## Orbitals that should sit on their atoms

The naive picture of TaN is a set of atomic orbitals, three p orbitals on nitrogen and five d orbitals on tantalum, each centred exactly on its nucleus. Wannier functions put this picture to the test: they are localised functions built from the crystal's own electron waves. Here they have root-mean-square radii of 1.0 to 1.3 Å, and most of them sit off their atoms, by a few hundredths of an ångström on N and by up to nearly two tenths on Ta. These are shifts of electron clouds, not of nuclei.

Wannier functions of TaN (P-6m2, cell volume scaled by 1.08) from Ansatz 0.2.0, using PBEsol with spin-orbit coupling, PAW datasets made for PBE, a 420 eV cutoff and a 12×12×11 k mesh. The functions start from N p and Ta d projections on a 6×6×6 mesh and are minimised in spread, with a disentanglement window of 9.1–30.6 eV and a frozen window of 10.6–18.9 eV.

```csv
row,function a (fractional),function b (fractional),function c (fractional),function spread (angstrom^2)
1,0.673,0.346,0.000,1.002
2,0.673,0.346,0.000,1.002
3,0.660,0.321,0.000,1.002
4,0.660,0.321,0.000,1.002
5,0.667,0.333,0.000,1.136
6,0.667,0.333,0.000,1.136
7,-0.010,-0.020,0.506,1.352
8,-0.010,-0.020,0.506,1.352
9,0.016,0.033,0.525,1.416
10,0.016,0.033,0.525,1.416
11,0.027,0.054,0.477,1.535
12,0.027,0.054,0.477,1.535
13,0.030,-0.033,0.496,1.595
14,0.030,-0.033,0.496,1.595
15,-0.064,-0.033,0.496,1.595
16,-0.064,-0.033,0.496,1.595
```

The columns function a, b and c give the centre of each function as fractions of the cell edges. The function spread is its mean square radius about that centre. Nitrogen sits at (2/3, 1/3, 0) and tantalum at (0, 0, 1/2), so rows 1–6 belong to N and rows 7–16 to Ta. Consecutive rows form spin partners with equal centres and spreads, which fits a calculation that allows no magnetism.

## Which rows break the picture

Only rows 5–6 are centred on their atom within the rounding of the coordinates. Rows 1–4 miss the nitrogen site by about 0.03 Å. Every tantalum function is off its site, the furthest by 0.17 Å, which is about 7 % of the Ta–N contact.

There is a second break, in the widths. Three equivalent p orbitals would have equal spreads, yet the spread of the well-centred pair on nitrogen is 13 % larger than that of the two shifted pairs. The functions that obey the rule for position are thus the ones that break the rule for size.

## Why a centre can move

A p orbital changes sign when it is reflected through its nucleus, and a d orbital does not. In both cases the electron density, which is the square, is the same on opposite sides, so its centre lies on the nucleus. Mixing d orbitals only with one another does not change this. A shifted centre therefore shows that the function contains something of the opposite symmetry.

One source is a tail on the neighbouring atoms. Functions on different atoms must be orthogonal, so where atomic orbitals overlap, each function acquires small pieces on its neighbours. In TaN each atom has six neighbours at the corners of a triangular prism, and a corner has no partner directly opposite. The tails need not balance. For the same reason, p and d orbitals of one atom may mix, which also moves a centre.

Spread and offset thus carry different information. The spread tends to grow with the amount of tail, whereas an offset needs an imbalance between opposite sides of the atom. A function can be wide and still perfectly centred if its tails balance.

## Nitrogen: balanced and unbalanced tails

Consider a p orbital lying in the plane, with one lobe facing a vertical edge of the tantalum prism. The opposite lobe faces the gap between the other two edges, so the centre can move along this line. A tail on the tantalum atoms pulls it towards the first edge, but orthogonality also thins the density between the atoms, which pushes it away. Symmetry doesn't tell which effect wins. The second in-plane p orbital feels mainly those other two edges and moves the opposite way by the same amount. The p orbital along c has equal surroundings above and below, and the threefold axis forbids any sideways shift.

The table shows just this pattern: two opposite shifts of nearly equal size and one function that stays put. Symmetry thus suggests that rows 5–6 are the p orbital along c and rows 1–4 the in-plane pair. This assignment is an inference from the centres, since the orbital shapes themselves were not examined.

## An estimate of the extra width

Why should p along c be the widest? The head-on overlap of a p lobe with a neighbour is proportional to the cosine of the angle between lobe and contact, and the weight of the resulting tail goes as its square. Adding the squared cosines over six contacts gives a measure of tail weight that needs only the geometry.

Each Ta neighbour lies half a cell edge above or below nitrogen, 2.958/2 = 1.48 Å, at a distance of 2.284 Å. For p along c the sum is 6 × (1.48/2.284)² = 2.52.

The squared cosines along three perpendicular axes add up to one for each contact, hence to six for all contacts. Each in-plane p orbital therefore receives (6 − 2.52)/2 = 1.74. Summed over all contacts, the orbital along c has more head-on overlap and should carry about 1.4 times as much tail weight.

The estimate gets the order right: the function assigned to p along c is indeed the widest on nitrogen. Agreement in a single order is a weak test, so the cause is made plausible, not proved. It doesn't predict the 13 % difference in spread, because most of the spread comes from the body of the orbital and only part from its tails. It also leaves out the thinned density between the atoms, and sideways overlap, which is usually weaker but favours the in-plane orbitals.

## Tantalum: larger shifts that cancel

On tantalum the wider functions also lie further from the atom, with the last two pairs tied in spread. Unbalanced tails could explain both trends together: more tail makes the function wider, and its uneven distribution moves the centre. The shift does not widen a function by itself, because the spread is measured about the function's own centre. Measuring from the atom instead would add the squared offset, at most 0.03 Å², which is small beside the range of 0.24 Å² in the spreads.

The directions are telling. Four of the five pairs lean away from nitrogen, towards the empty columns that run along c between the atoms. Three such columns surround each tantalum atom, and all three attract at least one pair. Orthogonality to the nitrogen orbitals could push the density that way, and so could overlap of d orbitals from several tantalum atoms across these columns. The centres alone can't tell these causes apart.

Some tantalum functions also shift along c, by up to 0.07 Å, although the crystal is symmetric above and below the atom. The localisation procedure minimises the total spread and doesn't require each function to keep that symmetry. The mean centre of all ten functions nevertheless lies within about 0.001 Å of the atom. Individual offsets are no sign of a distorted crystal: the nuclei were held on their symmetric sites throughout.

## How far the numbers carry

The pattern of offsets on nitrogen rests on symmetry and is the firmer result. Individual tantalum functions depend more on how they were constructed, because their bands are entangled with higher ones and have to be separated within chosen energy windows. Other windows could change their spreads and directions. Spreads also converge slowly with the Wannier mesh, here 6×6×6, and the run reported a band table that was not solved further, with untested effect.

The cell volume was expanded by 8 %, so the lengths and spreads describe a stretched crystal. For a related compound, the same reasoning starts from the neighbours: contacts along a lobe may widen the function, and contacts without a counterpart on the opposite side can move its centre. The offsets and direction sums used here are in the printed output below.

Output of the analysis:

```
Offsets from the atom (angstrom) and mean square radius about the atom (angstrom^2):
  row   offset  in_plane   along_c     lean  square_radius
    1  0.03306   0.03306         0        1          1.003
    2  0.03306   0.03306         0        1          1.003
    3  0.03223   0.03223         0  -0.9902          1.003
    4  0.03223   0.03223         0  -0.9902          1.003
    5  0.00174   0.00174         0        0          1.136
    6  0.00174   0.00174         0        0          1.136
    7  0.05514    0.0522   0.01775        1          1.355
    8  0.05514    0.0522   0.01775        1          1.355
    9   0.1135   0.08615   0.07395  -0.9986          1.429
   10   0.1135   0.08615   0.07395  -0.9986          1.429
   11   0.1565     0.141  -0.06803       -1          1.559
   12   0.1565     0.141  -0.06803       -1          1.559
   13   0.1649    0.1645  -0.01183  -0.9966          1.622
   14   0.1649    0.1645  -0.01183  -0.9966          1.622
   15   0.1675    0.1671  -0.01183  -0.9985          1.623
   16   0.1675    0.1671  -0.01183  -0.9985          1.623
Mean spread on N, angstrom^2: 1.047
Mean spread on Ta, angstrom^2: 1.499
Spread of centred N pair less that of shifted N functions, angstrom^2: 0.134
The same difference in percent of the shifted ones: 13.37
Widest less narrowest Ta function, angstrom^2: 0.243
Largest offset on N, angstrom: 0.03306
Largest offset on Ta, angstrom: 0.1675
Largest squared offset on Ta, angstrom^2: 0.02806
Largest offset along c on Ta, angstrom: 0.07395
Length of the mean offset vector on Ta, angstrom: 0.001044
Ta functions leaning to the empty column, count: 8
Ta functions leaning to N, count: 2
Sum of squared direction cosines, p along c: 2.516
Sum of squared direction cosines, one in-plane p: 1.742
Ratio of these two sums: 1.445
```
